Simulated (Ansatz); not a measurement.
Crystal: Al.

```
Al
1.0
    -1.57590    1.65692    1.65798
     1.47948   -1.59764    1.50228
     1.61445    1.63620   -1.59870
Al
1
Direct
  0.00000 0.00000 0.00000
```

The cell isn't the ideal one: cell sheared at random, sigma 0.03, atoms nudged by 0.01 Å.

- Program: Ansatz 0.2.0
- Task: relaxation of cell and atoms
- Functional: PBE
- Dispersion: D3(BJ)
- Potentials or basis: Ansatz PAW
- Cutoff: 420 eV (not typed: the program's choice for these potentials)
- k mesh: 11 × 12 × 12
- Occupations: fermi-dirac, width 0.05 eV
- Spin: no spin polarisation

At the start: volume 16.08 Å³/atom.

Problem. Where does the relaxation end?

Solution. It ends after 14 steps and the volume is 15.80 Å³/atom (-1.7 %); space group I4/mmm (No. 139, to 0.05 Å).

Step by step:
```tsv
step	energy change (eV)	largest force (eV/Å)	volume (Å³)
1	0.0000	0.0000	16.08
2	-0.0118	0.0000	16.14
3	-0.0360	0.0000	16.01
4	-0.0701	0.0000	15.94
5	-0.1001	0.0000	16.00
6	-0.1077	0.0000	15.31
7	-0.1148	0.0000	15.62
8	-0.1163	0.0000	15.74
9	-0.1165	0.0000	15.76
10	-0.1166	0.0000	15.75
11	-0.1212	0.0000	15.75
12	-0.1213	0.0000	15.78
13	-0.1213	0.0000	15.80
14	-0.1213	0.0000	15.80
```

Final structure:
```
CELL_PARAMETERS angstrom
-1.39599 1.96282 1.38335
1.42081 -1.97425 1.43982
1.40567 1.99715 -1.41599
ATOMIC_POSITIONS crystal
Al 0.00000 0.00000 0.00000
```

Caveat: the plane-wave basis is chosen anew once the cell has moved, so the energies of steps on either side of that aren't comparable; pairwise dispersion overbinds metals, which lowers pressure and volume.
